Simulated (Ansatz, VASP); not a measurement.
**One calculation of Pt, two programs**

INCAR

```
PREC     = Accurate       # precision mode
ENCUT    = 520            # plane-wave cutoff, eV
EDIFF    = 1E-7           # SCF threshold, eV
ISMEAR   = -1             # smearing method
SIGMA    = 0.08           # smearing width, eV
LREAL    = F              # projectors in reciprocal space
LASPH    = T              # aspherical terms in the spheres
NELM     = 60             # most SCF steps
ALGO     = Normal         # electronic algorithm
ISIF     = 2              # what is computed and relaxed
LWAVE    = F              # write WAVECAR
LCHARG   = F              # write CHGCAR
GGA      = PE             # functional
NBANDS   = 11             # bands
```

Contents of KPOINTS:

```
Automatic mesh
0
Gamma
  17 17 17
```

The input POSCAR:

```
Pt
1.0
   -1.5160617224      1.5160617224      1.5160617224
    1.5160617224     -1.5160617224      1.5160617224
    1.5160617224      1.5160617224     -1.5160617224
Pt
1
Direct
    0.0000000000      0.0000000000      0.0000000000
```

Input for Ansatz:

```yaml
crystal:
  lattice:
    - [-1.5160617224, 1.5160617224, 1.5160617224]
    - [1.5160617224, -1.5160617224, 1.5160617224]
    - [1.5160617224, 1.5160617224, -1.5160617224]
  atoms:
    - { symbol: Pt, position: [0.0, 0.0, 0.0] }
kpoints:
  mp_grid: { grid: [17, 17, 17] }
scf:
  occupations: { method: fermi_dirac, width: 0.08 }
hamiltonian:
  xc: pbe
  pseudopotentials: { kind: all_electron, lapw: { basis_error: 0.001 } }
output:
  forces: true
  stress: true
  eigenvalues: true
  populations: true
```

Change from the starting cell: volume scaled by 0.88, LAPW.

Alike in both runs: task single point; functional PBE; k mesh 17 × 17 × 17; occupations fermi-dirac, width 0.08 eV; no spin polarisation.

```csv
,VASP,Ansatz
version,VASP 6.6.1,Ansatz 0.2.0
potentials or method,"VASP PAW PBE potentials, release 64 (Pt)","all-electron LAPW, scalar-relativistic"
plane-wave cutoff (eV),520,see its input
```

VASP gave:

| Item | Value |
| --- | --- |
| pressure (GPa) | 42.2 |

Problem. Estimate Ansatz's values.

Solution. Pressure (GPa): 42.7.

Ansatz ran all-electron here, so the differences hold the error of VASP's frozen core and of both bases.

Caveats: so large a pressure means that the cell lies far from this level's equilibrium, or that cutoff or potentials fall short (VASP). Spin-orbit coupling is left out, which matters for the levels of Pt.
